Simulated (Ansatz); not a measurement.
# CuO: the cost of one run

Computed with Ansatz 0.2.0 (DFT PBE, scalar-relativistic, plane waves, PAW, unless a step's input says otherwise).

2 further runs of the same task are left out: 2 set aside as unsound or not needed. Runs told in other sessions of the task aren't counted.

### Step 1. The system as given

It takes space group Cccm (No. 66, orthorhombic). Conventional cell: a = 4.161 Å, b = 4.179 Å, c = 5.151 Å, α = 90.00°, β = 90.00°, γ = 90.00°. Around Cu (site symmetry 2/m) lie 4 O at 1.96 Å. O (site symmetry 222) has 4 Cu at 1.96 Å in its first shell of neighbours.

As a file:

```xyz
4
Lattice="2.0830 -2.0804 0.1663 2.0830 2.0804 0.1663 -0.4102 0.0000 5.1350" Properties=species:S:1:pos:R:3 pbc="T T T"
Cu    1.0168    1.0402    0.0908
Cu    0.8117   -1.0402    2.6582
O     1.9557    0.0000    1.4577
O     1.7506    0.0000    4.0251
```

It is the result of an earlier relaxation at this level (volume 11.20 Å³/atom; gap on the mesh: none (metal)).

### Step 2. Bands, states and charges

Contents of input.yaml:

```yaml
crystal:
  lattice:
    - [2.082997412, -2.0804492413, 0.1663275062]
    - [2.082997412, 2.0804492413, 0.1663275062]
    - [-0.4102283108, 0.0, 5.1349717248]
  atoms:
    - { symbol: Cu, position: [-0.00575, 0.49425, 0.00185] }
    - { symbol: Cu, position: [0.49425, -0.00575, 0.50185] }
    - { symbol: O, position: [0.4942615505, 0.4942384495, 0.25185] }
    - { symbol: O, position: [0.4942384495, 0.4942615505, 0.75185] }
basis:
  ecutwfc: 420
kpoints:
  mp_grid: { grid: [14, 14, 8] }
  band_path:
    path:
      - [[0.0, 0.0, 0.0], [0.5, 0.5, -4.78e-05], [0.50219132, 0.49780868, -4.78e-05]]
      - [[0.49780868, -0.49780868, 0.0], [0.0, 0.0, 0.0], [0.0, 0.0, 0.5], [0.49780868, -0.49780868, 0.5]]
      - [[0.50219132, 0.49780868, 0.4999522], [0.5, 0.5, 0.4999522], [0.5, 0.5, -4.78e-05]]
      - [[0.0, 0.0, 0.0], [0.5, 0.0, -2.39e-05], [0.5, 0.0, 0.4999761], [0.0, 0.0, 0.5], [0.5, 0.5, 0.4999522]]
    npoints: 14
hamiltonian:
  xc: pbe
scf:
  occupations: { method: gaussian, width: 0.1 }
  n_extra_bands: 10
output:
  forces: true
  stress: true
  eigenvalues: true
  populations: true
  dos: { projected: true, de: 0.02, nscf_kmesh: { grid: [21, 21, 12] } }
  bader: true
  write_density: true
  write_potential: true
  elf: true
  volumetric_format: npy
```

Launch:

```sh
$ ansatz run input.yaml --threads 1 --pin off --max-ram 2560MiB --backend cpu --events-out ev --progress --plain --runs-dir out
```

Q: Estimate wall time and peak memory on 1 thread of Arm Neoverse V1, shared host.

About 2.6 min, with a peak of 1.3 GiB.
